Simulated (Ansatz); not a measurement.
## WC: a prediction, then the measurements

Level of theory: DFT PBE, scalar-relativistic, plane waves, PAW in Ansatz 0.2.0.

Plane waves to 420 eV, a k mesh through Γ of 24×24×20 on the computed 2-atom cell and Gaussian smearing (0.10 eV); no spin polarisation.

Relaxed structure:

```cif
data_structure
_symmetry_space_group_name_H-M 'P-6m2'
_symmetry_Int_Tables_number 187
_cell_length_a 2.9222
_cell_length_b 2.9222
_cell_length_c 2.8465
_cell_angle_alpha 90.000
_cell_angle_beta 90.000
_cell_angle_gamma 120.000
_cell_volume 21.05
loop_
_atom_site_label
_atom_site_type_symbol
_atom_site_symmetry_multiplicity
_atom_site_Wyckoff_symbol
_atom_site_fract_x
_atom_site_fract_y
_atom_site_fract_z
_atom_site_occupancy
W1 W 1 a 0.00000 0.00000 0.00000 1
C1 C 1 f 0.66667 0.33333 0.50000 1
```

```json
{
 "Space group": "P-6m2 (No. 187)",
 "Volume per atom": "10.53 Å³",
 "Formation energy from the elements' standard states (uncorrected)": "-0.145 eV/atom",
 "Kohn–Sham band gap": "none (metal)",
 "Density of states at the Fermi level": "0.3 states/eV per cell",
 "Orbital (Löwdin) character within 0.5 eV of the Fermi level": "W 5d 71 %, C 2p 23 %",
 "Bader charge by site (e)": "W (1 in the cell) 1.42, C (1 in the cell) -1.42"
}
```

Spin-orbit coupling is left out, which matters for the bands of heavy elements.

**Against measurements.**

Measured lattice constant a of WC: 2.916 Å (a printed reference work (data compilation)). This calculation gives 2.922 Å (+0.2 %). Measured lattice constant c of WC: 2.844 Å (a printed reference work (data compilation)). This calculation gives 2.847 Å (+0.1 %). The calculation is for 0 K without zero-point motion.

It was relaxed from a measured cell (COD). Löwdin shares on free-atom orbitals overweight diffuse shells.
